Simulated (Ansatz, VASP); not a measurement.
## AlN in VASP and in Ansatz

```
Al N
1.0
     0.00000    1.98685    1.98685
     1.98685    0.00000    1.98685
     1.98685    1.98685    0.00000
Al N
1 1
Cartesian
  0.0000 0.0000 0.0000
  1.9868 1.9868 1.9868
```

Alike in both runs: functional PBE; k mesh 16 × 16 × 16; occupations fermi-dirac, width 0.08 eV; no spin polarisation.

Ansatz relaxed the structure, and its values are those at the end. VASP's run is a single point on that final structure, the one shown.

|  | VASP | Ansatz |
| --- | --- | --- |
| version | VASP 6.6.1 | Ansatz 0.2.0 |
| potentials or method | VASP PAW PBE potentials, release 64 (Al, N) | PAW with Ansatz's default frozen-core files, scalar-relativistic |
| plane-wave cutoff (eV) | 520 | 420 |
| valence electrons in the cell | 8 | 8 |

|  | VASP | Ansatz | Ansatz less VASP |
| --- | --- | --- | --- |
| gap on the k mesh at the Fermi level (eV) | 5.12 | 5.15 | +0.025 |
| pressure (GPa) | 20.7 | 21.0 | +0.33 |

Caveats: so large a pressure means that the cell lies far from this level's equilibrium, or that cutoff or potentials fall short (VASP). A k mesh can miss the band edges. As with any semilocal functional, this PBE gap is likely too small.
